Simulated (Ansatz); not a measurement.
## Strain response of SrTiO$_{3}$

The calculation used Ansatz 0.2.0, DFT PBE+U, scalar-relativistic, plane waves, PAW. Settings: 420 eV cutoff, 8×8×8 k-mesh, Gaussian smearing of 0.02 eV, no spin polarisation, U_eff Ti 4.0 eV on d shells.

Starting point, cell and atoms relaxed:

```
CELL_PARAMETERS angstrom
3.94713 0.00000 0.00000
0.00000 3.94713 0.00000
0.00000 0.00000 3.94713
ATOMIC_POSITIONS crystal
Sr 0.00000 0.00000 0.00000
Ti 0.50000 0.50000 0.50000
O 0.50000 0.00000 0.50000
O 0.50000 0.50000 0.00000
O 0.00000 0.50000 0.50000
```

Deformation: biaxial strain in the a-b plane, with the length and tilt of c and the atoms relaxed, all within the symmetry that the strain leaves. Energies are extrapolated to zero smearing. Gaps are Kohn–Sham gaps over the whole zone.

| strain (%) | ΔE (meV/atom) | a (Å) | b (Å) | c (Å) | gap (eV) |
| --- | --- | --- | --- | --- | --- |
| -4.5 | 62.6 | 3.770 | 3.770 | 4.078 | 2.31 |
| -3.0 | 26.3 | 3.829 | 3.829 | 4.031 | 2.31 |
| -1.5 | 6.2 | 3.888 | 3.888 | 3.987 | 2.31 |
| +0.0 | 0.0 | 3.947 | 3.947 | 3.947 | 2.30 |
| +1.5 | 5.6 | 4.006 | 4.006 | 3.911 | 2.23 |
| +3.0 | 21.5 | 4.066 | 4.066 | 3.879 | 2.18 |
| +4.5 | 46.3 | 4.125 | 4.125 | 3.850 | 2.14 |

Problem. What stiffness (1/V) d²E/dε² at zero strain does a cubic fit over all points give?

Solution. A cubic fit gives (1/V) d²E/dε² = 701 GPa at zero strain (twice the biaxial modulus).

Problem. How does the free axis c answer a small strain?

Solution. Between the innermost points its strain is -0.64 times the applied one.

Problem. How fast does the gap move with strain on either side?

Solution. -6 meV per percent on the compressed side and -44 meV per percent on the stretched side; it is indirect at -1.5 %, indirect at zero and indirect at +1.5 %.